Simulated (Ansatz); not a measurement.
LaAlO3 (cubic perovskite)

```
LaAlO3
1.0
    3.78694     0.00000     0.00000
    0.00000     3.78694     0.00000
    0.00000     0.00000     3.78694
La Al O
1 1 3
Direct
  0.00000   0.00000   0.00000
  0.50000   0.50000   0.50000
  0.00000   0.50000   0.50000
  0.50000   0.50000   0.00000
  0.50000   0.00000   0.50000
```

All values below come from r2SCAN (plane waves to 500 eV, PAW, scalar-relativistic; Ansatz, a first-principles code). Harmonic phonons by density-functional perturbation theory on a 8×8×8 k mesh, in cm⁻¹; i marks imaginary ones, q is in fractions of the reciprocal vectors of the cell shown, and the three acoustic modes at Γ are left out. The non-analytic (LO-TO) term is not included, so polar modes at Γ have their transverse values. The program warned that its band solver left a few bands short of their tolerance. LaAlO3 is run without spin polarisation. LaAlO3 was relaxed with its symmetry unable to fall. This is a high-temperature form of LaAlO3.

Task: Does any mode at Γ, X = (0.5, 0.0, 0.0), M = (0.5, 0.5, 0.0), R = (0.5, 0.5, 0.5) come out imaginary?

Result: Unstable at this level: the lowest mode is 106i cm⁻¹ at R = (0.5, 0.5, 0.5).

Task: List the wavenumbers at Γ, X = (0.5, 0.0, 0.0), M = (0.5, 0.5, 0.0), R = (0.5, 0.5, 0.5), with degeneracies.

Result: 
```json
[
 {"q": "Γ", "wavenumbers (cm⁻¹)": "157 (×3), 297 (×3), 427 (×3), 664 (×3)"},
 {"q": "X = (0.5, 0.0, 0.0)", "wavenumbers (cm⁻¹)": "97 (×2), 206, 234 (×2), 345 (×2), 355 (×2), 416 (×2), 635, 655 (×2), 676"},
 {"q": "M = (0.5, 0.5, 0.0)", "wavenumbers (cm⁻¹)": "82, 92, 129 (×2), 317 (×2), 365, 373 (×2), 490, 539, 539 (×2), 643, 742"},
 {"q": "R = (0.5, 0.5, 0.5)", "wavenumbers (cm⁻¹)": "106i (×3), 138 (×3), 474 (×3), 481 (×2), 502 (×3), 787"}
]
```
